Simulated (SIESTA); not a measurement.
The system is GaP.

```
Ga P
1.0
     0.00000    2.72525    2.72525
     2.72525    0.00000    2.72525
     2.72525    2.72525    0.00000
Ga P
1 1
Direct
  0.00000 0.00000 0.00000
  0.75000 0.75000 0.75000
```

Program: SIESTA 5.4.2. Alike in all runs: task band structure; no spin polarisation; cell as given; k mesh 8 × 8 × 8; smearing fermi-dirac 0.05 eV; grid cutoff 800 Ry; energy shift 0.003 Ry.

**Question.** Order these runs on this cell by their pressure, lowest first.
A. level RPBE; potentials or basis PseudoDojo 0.4 standard (PBE files), DZP (energy shift 0.003 Ry; two zetas on semicore shells)
B. level PBE; potentials or basis PseudoDojo 0.4 standard (PBE files), TZP (energy shift 0.003 Ry; two zetas on semicore shells)
C. level vdW-DF-cx; potentials or basis PseudoDojo 0.4 standard (PBE files), DZP (energy shift 0.003 Ry; two zetas on semicore shells)

**Answer.** C (1.5 GPa), B (3.2 GPa), A (5.1 GPa).

Caveats: the basis of atomic orbitals isn't converged, which shifts pressures, moduli and gaps; the potentials were made for another functional, which shifts forces and pressure (some runs).
